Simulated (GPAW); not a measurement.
Cu:

```xyz
1
Lattice="-1.4540 1.4643 1.3740 1.4487 -1.4680 1.3723 1.4252 1.4392 -1.3778" Properties=species:S:1:pos:R:3 pbc="T T T"
Cu    0.0000    0.0000    0.0000
```

This isn't the form of Cu at room conditions, which is fcc.

The cell isn't the ideal one: cell sheared at random, sigma 0.01, atoms nudged by 0.01 Å.

```yaml
Program: GPAW 26.7.0
Task: relaxation of cell and atoms
Functional: PBEsol
Potentials_or_basis: PAW data sets generated in the run's folder for this functional
Cutoff: 600 eV
Basis: pw
k_mesh: 8 × 8 × 8
Occupations: fermi-dirac, width 0.05 eV
Spin: no spin polarisation
```

At the start: pressure 0.9 GPa; volume 11.46 Å³/atom.

Q: How do energy, volume and symmetry change on relaxing?

A: Over 20 steps the energy falls by 42.9 meV/atom and the volume is 11.52 Å³/atom (+0.6 %); space group Fm-3m (No. 225, to 0.05 Å).

Step by step:
```csv
step,energy change (eV),largest force (eV/Å),pressure (GPa),volume (Å³)
1,0.0000,0.0000,0.93,11.46
2,-0.0006,0.0000,0.45,11.49
3,-0.0019,0.0000,-0.82,11.58
4,-0.0028,0.0000,-1.14,11.60
5,0.1477,0.0000,-1.16,12.26
6,-0.0064,0.0000,-1.67,11.65
7,-0.0085,0.0000,-1.78,11.67
8,-0.0113,0.0000,-1.21,11.63
9,-0.0147,0.0000,0.00,11.54
10,-0.0201,0.0000,2.71,11.35
11,-0.0233,0.0000,2.73,11.35
12,-0.0300,0.0000,0.79,11.48
13,-0.0315,0.0000,-0.34,11.55
14,-0.0328,0.0000,-1.08,11.60
15,-0.0369,0.0000,-2.09,11.67
16,-0.0365,0.0000,-3.66,11.80
17,-0.0400,0.0000,-1.83,11.65
18,-0.0420,0.0000,-1.24,11.61
19,-0.0412,0.0000,0.24,11.50
20,-0.0429,0.0000,-0.09,11.52
```

Final structure:
```yaml
crystal:
  lattice:
    - [-1.23817, 1.81595, 1.26758]
    - [1.23989, -1.81617, 1.26691]
    - [1.28699, 1.78193, -1.26557]
  atoms:
    - { symbol: Cu, position: [0.00000, 0.00000, 0.00000] }
```

Caveat: the k mesh is coarse (spacing up to 0.40 Å⁻¹), so the values aren't converged; with this Cu data set, volumes or pressures lay over 1.5 % or 2 GPa off other programs in two to four cells of ten; later steps reuse the first step's grids.
